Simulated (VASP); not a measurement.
# CdSe (F-43m) in VASP: a series of runs

One crystal, CdSe, is run at these levels: PBE, HSE06; tasks: single point.

All numbers are computed with VASP 6.6.1; they aren't measurements. Logs are shortened: lines on timing, memory, paths and dates and some standing lists are left out, and cuts for length are marked.

**1. Starting point**

The structure is cubic, space group F-43m (No. 216). The conventional cell has a = 6.136 Å, b = 6.136 Å, c = 6.136 Å, α = 90.00°, β = 90.00°, γ = 90.00°. Cd (site symmetry -43m) is surrounded by 4 Se at 2.66 Å. Around Se (site symmetry -43m) lie 4 Cd at 2.66 Å.

The cell was built by a generator and needn't be a form met in nature.

**2. Single point, PBE**

Input file INCAR:

```
SYSTEM = CdSe
ALGO     = Fast           ! electronic algorithm
EDIFF    = 1E-6           ! SCF threshold, eV
ENCUT    = 520            ! plane-wave cutoff, eV
GGA      = PE             ! functional
ISIF     = 2              ! what is computed and relaxed
ISMEAR   = 0              ! smearing method
LASPH    = .True.         ! aspherical terms in the spheres
LCHARG   = .False.        ! write CHGCAR
LREAL    = .False.        ! projectors in reciprocal space
LWAVE    = .False.        ! write WAVECAR
NBANDS   = 16             ! bands
NELM     = 60             ! most SCF steps
PREC     = Accurate       ! precision mode
SIGMA    = 0.01           ! smearing width, eV
```

Input file KPOINTS:

```
k-points
0
Gamma
  6 6 6
  0 0 0
```

Input file POSCAR:

```
CdSe
1.0
    0.0000000000      3.0677809647      3.0677809647
    3.0677809647      0.0000000000      3.0677809647
    3.0677809647      3.0677809647      0.0000000000
Cd Se
1 1
Direct
    0.0000000000      0.0000000000      0.0000000000
    0.2500000000      0.2500000000      0.2500000000
```

Potentials or basis: VASP PAW PBE potentials, release 64 (Cd, Se).

Command:

```console
$ cat potpaw_PBE.64/Cd/POTCAR potpaw_PBE.64/Se/POTCAR > POTCAR
$ mpirun -np 1 vasp_std > vasp.out
```

OUTCAR:

```text
SYSTEM = CdSe
   EDIFF = 1E-6
   ENCUT = 520
   GGA = PE
   ISIF = 2
   ISMEAR = 0
   LASPH = .True.
   LREAL = .False.
   NELM = 60
   PREC = Accurate

 ion  position               nearest neighbor table
   1  0.000  0.000  0.000-   2 2.66   2 2.66   2 2.66   2 2.66
   2  0.250  0.250  0.250-   1 2.66   1 2.66   1 2.66   1 2.66

  LATTYP: Found a face centered cubic cell.
 ALAT       =     6.1355619294

  Lattice vectors:

 A1 = (   0.0000000000,   3.0677809647,   3.0677809647)
 A2 = (   3.0677809647,   0.0000000000,   3.0677809647)
 A3 = (   3.0677809647,   3.0677809647,   0.0000000000)

Analysis of symmetry for initial positions (statically):
=====================================================================
 Subroutine PRICEL returns:
 Original cell was already a primitive cell.

 Routine SETGRP: Setting up the symmetry group for a
 face centered cubic supercell.

 Subroutine GETGRP returns: Found 24 space group operations
 (whereof 24 operations were pure point group operations)
 out of a pool of 48 trial point group operations.

The static configuration has the point symmetry T_d .

Analysis of symmetry for dynamics (positions and initial velocities):
=====================================================================
 Subroutine PRICEL returns:
 Original cell was already a primitive cell.

 Routine SETGRP: Setting up the symmetry group for a
 face centered cubic supercell.

 Subroutine GETGRP returns: Found 24 space group operations
 (whereof 24 operations were pure point group operations)
 out of a pool of 48 trial point group operations.

The dynamic configuration has the point symmetry T_d .

 Subroutine INISYM returns: Found 24 space group operations
 (whereof 24 operations are pure point group operations),
 and found     1 'primitive' translations

----------------------------------------------------------------------------------------

                                     Primitive cell

  volume of cell :      57.7435

  direct lattice vectors                    reciprocal lattice vectors
     0.000000000  3.067780965  3.067780965    -0.162984257  0.162984257  0.162984257
     3.067780965  0.000000000  3.067780965     0.162984257 -0.162984257  0.162984257
     3.067780965  3.067780965  0.000000000     0.162984257  0.162984257 -0.162984257

  length of vectors
     4.338497447  4.338497447  4.338497447     0.282297013  0.282297013  0.282297013

  position of ions in fractional coordinates (direct lattice)
     0.000000000  0.000000000  0.000000000
     0.250000000  0.250000000  0.250000000

  ion indices of the primitive-cell ions
   primitive index   ion index
                 1           1
                 2           2

----------------------------------------------------------------------------------------

 KPOINTS: k-points

Automatic generation of k-mesh.
 Grid dimensions read from file:
 generate k-points for:    6    6    6

 Generating k-lattice:

  Cartesian coordinates                     Fractional coordinates (reciprocal lattice)
    -0.027164043  0.027164043  0.027164043     0.166666667  0.000000000  0.000000000
     0.027164043 -0.027164043  0.027164043     0.000000000  0.166666667  0.000000000
     0.027164043  0.027164043 -0.027164043     0.000000000  0.000000000  0.166666667

  Length of vectors
     0.047049502  0.047049502  0.047049502

  Shift w.r.t. Gamma in fractional coordinates (k-lattice)
     0.000000000  0.000000000  0.000000000

 Subroutine IBZKPT returns following result:
 ===========================================

 Found     16 irreducible k-points:

 Following reciprocal coordinates:
            Coordinates               Weight
  0.000000  0.000000  0.000000      1.000000
  0.166667  0.000000  0.000000      8.000000
  0.333333  0.000000  0.000000      8.000000
  0.500000  0.000000  0.000000      4.000000
  0.166667  0.166667  0.000000      6.000000
  0.333333  0.166667  0.000000     24.000000
[... 8 lines left out ...]
 -0.333333  0.333333  0.166667     24.000000
 -0.333333  0.500000  0.166667     12.000000
   k-points           NKPTS =     16   k-points in BZ     NKDIM =     16   number of bands    NBANDS=     16
   number of dos      NEDOS =    301   number of ions     NIONS =      2
   total plane-waves  NPLWV =  32768
   dimension x,y,z NGX =    32 NGY =   32 NGZ =   32
   dimension x,y,z NGXF=    64 NGYF=   64 NGZF=   64
   ions per type =               1   1
   NGX,Y,Z   is equivalent  to a cutoff of  12.26, 12.26, 12.26 a.u.
   NGXF,Y,Z  is equivalent  to a cutoff of  24.52, 24.52, 24.52 a.u.
 SYSTEM =  CdSe
   PREC   = accura    normal or accurate (medium, high low for compatibility)
   ISTART =      0    job   : 0-new  1-cont  2-samecut
   ICHARG =      2    charge: 1-file 2-atom 10-const
   ISPIN  =      1    spin polarized calculation?
   LNONCOLLINEAR =      F non collinear calculations
   LSORBIT =      F    spin-orbit coupling
   LASPH  =      T    aspherical Exc in radial PAW
   ENCUT  =  520.0 eV  38.22 Ry    6.18 a.u.   8.07  8.07  8.07*2*pi/ulx,y,z
   NELM   =     60;   NELMIN=  2; NELMDL= -5     # of ELM steps
   EDIFF  = 0.1E-05   stopping-criterion for ELM
   LREAL  =      F    real-space projection
   EDIFFG = 0.1E-04   stopping-criterion for IOM
   NSW    =      0    number of steps for IOM
   IBRION =     -1    ionic relax: 0-MD 1-quasi-New 2-CG
   NFREE  =      0    steps in history (QN), initial steepest desc. (CG)
   ISIF   =      2    stress and relaxation
   ISYM   =      2    0-nonsym 1-usesym 2-fastsym
   POTIM  = 0.5000    time-step for ionic-motion
   TEBEG  =    0.0;   TEEND  =   0.0 temperature during run
   PSTRESS=    0.0 pullay stress
   NELECT =      18.0000    total number of electrons
   NUPDOWN=      -1.0000    fix difference up-down
   EMIN   =  10.00;   EMAX   =-10.00  energy-range for DOS
   EFERMI =   0.00;   METHOD = LEGACY
   ISMEAR =     0;   SIGMA  =   0.01  broadening in eV -4-tet -1-fermi 0-gaus
   EFERMI_NEDOS =   21; number of points for ismear=-14 and -15
   IALGO  =     68    algorithm
   IMIX   =      4    mixing-type and parameters
     AMIX     =   0.40;   BMIX     =  1.00
     AMIX_MAG =   1.60;   BMIX_MAG =  1.00
  volume/ion in A,a.u.               =      28.87       194.84
  Fermi-wavevector in a.u.,A,eV,Ry     =   1.110021  2.097636 16.764382  1.232147
  Thomas-Fermi vector in A             =   2.246568
   LORBIT       =      0    0 simple, 1 ext, 2 COOP (PROOUT), +10 PAW based schemes
   GGA     = PE    functional components
   LHFCALC =     F    Hartree Fock is set to
   AEXX    =    0.0000 exact exchange contribution
   IVDW    =     0    specifies the selected vdW correction
   LEPSILON=     F    determine dielectric tensor
   LRPA    =     F    only Hartree local field effects (RPA)
 non-spin polarized calculation
 RMM-DIIS sequential band-by-band and
 Gauss-broadening in eV      SIGMA  =   0.01
  energy-cutoff  :      520.00
  volume of cell :       57.74
 maximum number of plane-waves:      1588
   NGX = 17   NGY = 17   NGZ = 17

 number of electron      18.0000008 magnetization

 Free energy of the ion-electron system (eV)
  ---------------------------------------------------
  ext. energy  EPLUGINS =         0.00000000
  ---------------------------------------------------
  free energy    TOTEN  =        -5.48510181 eV

  energy without entropy =       -5.48510181  energy(sigma->0) =       -5.48510181

 E-fermi :   0.7921     XC(G=0):  -8.7654

 val. band max:        0.7411549236   @ k =   0.0000   0.0000   0.0000
 cond. band min:       1.2941283680   @ k =   0.0000   0.0000   0.0000
 fundamental gap:      0.5529734444
 Fermi energy:         0.7920947986

 k-point     1 :       0.0000    0.0000    0.0000
  band No.  band energies     occupation
      1     -11.7082      2.00000
      2      -7.1121      2.00000
      3      -7.1121      2.00000
      4      -7.1121      2.00000
      5      -6.7654      2.00000
      6      -6.7654      2.00000
[... 8 lines left out ...]
     15      11.7790      0.00000
     16      11.7790      0.00000

 k-point     2 :       0.1667    0.0000    0.0000
  band No.  band energies     occupation
      1     -11.6219      2.00000
      2      -7.0853      2.00000
      3      -7.0853      2.00000
      4      -7.0270      2.00000
      5      -6.7662      2.00000
      6      -6.7662      2.00000
[... 8 lines left out ...]
     15      10.8360      0.00000
     16      11.2034      0.00000

 k-point     3 :       0.3333    0.0000    0.0000
  band No.  band energies     occupation
      1     -11.4466      2.00000
      2      -7.0407      2.00000
      3      -7.0407      2.00000
      4      -6.7561      2.00000
      5      -6.7561      2.00000
      6      -6.7433      2.00000
[... 8 lines left out ...]
     15      11.2514      0.00000
     16      11.2514      0.00000

 k-point     4 :       0.5000    0.0000    0.0000
  band No.  band energies     occupation
      1     -11.3582      2.00000
      2      -7.0246      2.00000
      3      -7.0246      2.00000
      4      -6.7435      2.00000
      5      -6.7435      2.00000
      6      -6.4894      2.00000
[... 8 lines left out ...]
     15      12.7990      0.00000
     16      12.7990      0.00000
[... 172 lines left out ...]
 k-point    14 :       0.5000    0.3333    0.1667
  band No.  band energies     occupation
      1     -11.3333      2.00000
      2      -6.9762      2.00000
      3      -6.9680      2.00000
      4      -6.8265      2.00000
      5      -6.7407      2.00000
      6      -6.5379      2.00000
[... 8 lines left out ...]
     15      12.7661      0.00000
     16      13.7184      0.00000

 k-point    15 :      -0.3333    0.3333    0.1667
  band No.  band energies     occupation
      1     -11.2763      2.00000
      2      -6.9694      2.00000
      3      -6.9440      2.00000
      4      -6.7941      2.00000
      5      -6.7547      2.00000
      6      -6.3643      2.00000
[... 8 lines left out ...]
     15      12.5521      0.00000
     16      13.6365      0.00000

 k-point    16 :      -0.3333    0.5000    0.1667
  band No.  band energies     occupation
      1     -11.2486      2.00000
      2      -6.9362      2.00000
      3      -6.9204      2.00000
      4      -6.8232      2.00000
      5      -6.7395      2.00000
      6      -6.3404      2.00000
[... 8 lines left out ...]
     15      13.4765      0.00000
     16      13.5871      0.00000

------------------------ aborting loop because EDIFF is reached ----------------------------------------

  FORCE on cell =-STRESS in cart. coord.  units (eV):
  Direction    XX          YY          ZZ          XY          YZ          ZX
  --------------------------------------------------------------------------------------
  -------------------------------------------------------------------------------------
  Total        0.6132828      0.6132828      0.6132828      0.0000000      0.0000000     -0.0000000
  in kB       17.0164248     17.0164248     17.0164248      0.0000000      0.0000000     -0.0000000
  external PRESSURE =      17.0164248 kB  Pullay stress =       0.0000000 kB

 VOLUME and BASIS-vectors are now :
 -----------------------------------------------------------------------------
  energy-cutoff  :      520.00
  volume of cell :       57.74
      direct lattice vectors                 reciprocal lattice vectors
     0.000000000  3.067780965  3.067780965    -0.162984257  0.162984257  0.162984257
     3.067780965  0.000000000  3.067780965     0.162984257 -0.162984257  0.162984257
     3.067780965  3.067780965  0.000000000     0.162984257  0.162984257 -0.162984257

 POSITION                                       TOTAL-FORCE (eV/Angst)
 -----------------------------------------------------------------------------------
      0.00000      0.00000      0.00000         0.000000      0.000000      0.000000
      1.53389      1.53389      1.53389        -0.000000     -0.000000     -0.000000
 -----------------------------------------------------------------------------------
    total drift:                               -0.000000     -0.000000     -0.000000

  FREE ENERGIE OF THE ION-ELECTRON SYSTEM (eV)
  ---------------------------------------------------
  free  energy   TOTEN  =        -5.4851018139 eV

  energy  without entropy=       -5.4851018139  energy(sigma->0) =       -5.48510181
```

It took 7.3 s on 1 thread of Intel Xeon 6975P-C (Granite Rapids), shared host; peak memory 0.17 GiB.

Results:

| Item | Value |
| --- | --- |
| Free energy | -5.4851 eV |
| Pressure | 1.7 GPa |
| Band gap on the k mesh | 0.55 eV, direct |

Levels at points of the mesh, in eV from the valence-band top:
| k point | band 7 | band 8 | band 9 | band 10 | band 11 | band 12 |
| --- | --- | --- | --- | --- | --- | --- |
| (0.00, 0.00, 0.00) | 0.00 | 0.00 | 0.00 | 0.55 | 5.93 | 5.93 |
| (0.50, 0.00, 0.00) | -4.24 | -0.71 | -0.71 | 2.36 | 6.43 | 6.43 |
| (0.50, 0.50, 0.00) | -3.96 | -1.77 | -1.77 | 3.18 | 3.73 | 8.99 |

As with any semilocal functional, this PBE gap is likely too small.

**3. Single point, HSE06**

POSCAR is that of step 2.

Input file INCAR.step1:

```
SYSTEM = CdSe
  PREC = Accurate
  ENCUT = 520
  EDIFF = 1E-5
  ISMEAR = 0
  SIGMA = 0.01
  LREAL = .False.
  LASPH = .True.
  NELM = 60
  ALGO = Normal
  ISIF = 2
  LWAVE = .True.
  NBANDS = 16
  GGA = PE
```

Input file INCAR.step2:

```
SYSTEM = CdSe
  PREC = Accurate
  ENCUT = 520
  EDIFF = 1E-6
  ISMEAR = 0
  SIGMA = 0.01
  LREAL = .False.
  LASPH = .True.
  NELM = 60
  ALGO = Normal
  ISIF = 2
  LWAVE = .False.
  LCHARG = .True.
  GGA = PE
  LHFCALC = .True.
  HFSCREEN = 0.2079
  PRECFOCK = Normal
  LELF = .True.
  LVHAR = .True.
  NBANDS = 16
  ISTART = 1
```

Input file KPOINTS:

```
regular mesh
0
Gamma
  4 4 4
  0 0 0
```

Potentials or basis: VASP PAW PBE potentials, release 64 (Cd, Se).

Command:

```console
$ cat potpaw_PBE.64/Cd/POTCAR potpaw_PBE.64/Se/POTCAR > POTCAR
$ cp INCAR.step1 INCAR
$ mpirun -np 1 vasp_std > vasp.out
$ cp INCAR.step2 INCAR
$ mpirun -np 1 vasp_std > vasp.out
```

Wall time 8.2 min (1 thread of Intel Xeon 6975P-C (Granite Rapids), shared host); peak memory 0.29 GiB.

Results (log left out):

| Quantity | Value |
| --- | --- |
| Free energy | -6.8133 eV |
| Pressure | 0.5 GPa |
| Band gap on the k mesh | 1.50 eV, direct |

Levels at points of the mesh, in eV from the valence-band top:
| k point | band 6 | band 7 | band 8 | band 9 | band 10 | band 11 | band 12 | band 13 |
| --- | --- | --- | --- | --- | --- | --- | --- | --- |
| (0.00, 0.00, 0.00) | -8.72 | 0.00 | 0.00 | 0.00 | 1.50 | 6.97 | 6.97 | 6.97 |
| (0.50, 0.00, 0.00) | -8.41 | -4.51 | -0.76 | -0.76 | 3.35 | 7.46 | 7.46 | 8.43 |
| (0.50, 0.50, 0.00) | -8.32 | -4.21 | -1.88 | -1.88 | 4.00 | 4.72 | 10.20 | 11.43 |

Caveat: the k mesh is coarse (spacing up to 0.44 Å⁻¹), so the values aren't converged, least of all with exact exchange; the PAW data sets were made with another functional, which shifts forces and pressure a little.
